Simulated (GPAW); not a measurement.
The system is Sn.

```
Sn
1.0
    -1.89465    1.89465    1.89465
     1.89465   -1.89465    1.89465
     1.89465    1.89465   -1.89465
Sn
1
Direct
  0.00000 0.00000 0.00000
```

This isn't the form of Sn at room conditions, which is tetragonal (white tin).

| Property | Result |
| --- | --- |
| Program | GPAW 26.7.0 |
| Task | relaxation of cell and atoms |
| Functional | LDA |
| Potentials or basis | the program's PAW data sets (release 1.2.1) made for this functional |
| Cutoff | 600 eV |
| Basis | pw |
| k mesh | 10 × 10 × 10 |
| Occupations | fermi-dirac, width 0.05 eV |
| Spin | no spin polarisation |

At the start: pressure -3.6 GPa; volume 27.20 Å³/atom.

Q: Where does the relaxation end?

A: Over 4 steps the energy falls by 24.8 meV/atom and the volume is 25.21 Å³/atom (-7.3 %); space group Im-3m (No. 229, to 0.05 Å).

Step by step:
| step | energy change (eV) | largest force (eV/Å) | pressure (GPa) | volume (Å³) |
| --- | --- | --- | --- | --- |
| 1 | 0.0000 | 0.0000 | -3.61 | 27.20 |
| 2 | -0.0137 | 0.0000 | -2.53 | 26.50 |
| 3 | -0.0246 | 0.0000 | 0.38 | 25.04 |
| 4 | -0.0248 | 0.0000 | -0.03 | 25.21 |

Final structure:
```
Sn
1.0
    -1.84726    1.84726    1.84726
     1.84726   -1.84726    1.84726
     1.84726    1.84726   -1.84726
Sn
1
Direct
  0.00000 0.00000 0.00000
```

Caveat: later steps reuse the first step's grids.
